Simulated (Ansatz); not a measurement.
Crystal: Sn.

```
Sn
1.0
    -2.94014    2.94014    1.59930
     2.94014   -2.94014    1.59930
     2.94014    2.94014   -1.59930
Sn
2
Direct
  0.00000 0.00000 0.00000
  0.75000 0.25000 0.50000
```

Base run:

```yaml
Program: Ansatz 0.2.0
Functional: PBEsol
Potentials_or_basis: all-electron LAPW, scalar-relativistic
Cutoff: 208 eV (chosen from the basis error)
Basis_error_allowed: 0.001 eV/atom
k_mesh: 9 × 9 × 9
Occupations: fermi-dirac, width 0.05 eV
Spin: no spin polarisation
```

Its results: pressure -1.4 GPa.

Task: The run is repeated on the same cell with these changes: functional from PBEsol to BLYP. What comes out?

Result: Pressure 5.7 GPa.

BLYP binds less tightly than PBEsol, so the same cell stands under more pressure.
